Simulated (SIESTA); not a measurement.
BN under changes of volume

One of the cells (5.850 Å³/atom); the others are scaled copies at fixed shape and fractional positions:

```xyz
4
Lattice="2.5368 0.0000 0.0000 -1.2684 2.1969 0.0000 0.0000 0.0000 4.1985" Properties=species:S:1:pos:R:3 pbc="T T T"
N     0.0000    1.4646    0.5260
N     1.2684    0.7323    2.6252
B     0.0000    1.4646    2.0981
B     1.2684    0.7323    4.1973
```

Measurements of this composition are mostly on another form, of space group No. 194.

| Quantity | Value |
| --- | --- |
| Program | SIESTA 5.4.2 |
| Functional | PBEsol |
| Potentials or basis | PseudoDojo 0.4 standard (PBEsol files) |
| Basis | DZP (energy shift 0.003 Ry) |
| Grid cutoff | 800 Ry |
| Energy shift | 0.003 Ry |
| k mesh | 12 × 12 × 6 |
| Occupations | fermi-dirac, width 0.05 eV |
| Spin | no spin polarisation |

| volume (Å³/atom) | energy over the lowest point (meV/atom) | pressure (GPa) | gap on the mesh (eV) | largest force (eV/Å) |
| --- | --- | --- | --- | --- |
| 5.611 | 21.88 | 24.1 | 5.00 | 0.062 |
| 5.730 | 7.54 | 14.6 | 5.04 | 0.047 |
| 5.850 | 0.00 | 5.8 | 5.07 | 0.035 |
| 6.088 | 3.03 | -9.4 | 5.12 | 0.006 |
| 6.208 | ? | ? | ? | ? |

Q: What does the run at 6.208 Å³/atom give?

A: Energy over the lowest point 12.60 meV/atom; pressure -16.1 GPa; gap on the mesh 5.14 eV; largest force 0.010 eV/Å.

Worked out: A Birch-Murnaghan fit of order 2 (a polynomial in V^(-2/3)) to the other rows has its minimum at 5.94 Å³/atom with B0 = V·E''(V) = 385 GPa at fixed shape and positions, which overstates the stiffness. It gives 12.49 meV/atom at 6.208 Å³/atom, against the run's 12.60, and -dE/dV = -15.8 GPa, against -16.1. A straight line through the other rows of the gap, of slope 1.45 eV per unit of ln V, extrapolates to 5.15 eV, against the run's 5.14.

Energies are extrapolated to zero smearing.

Caveats: the basis of atomic orbitals isn't converged, which shifts pressures, moduli and gaps.

A mesh can miss the band edges.
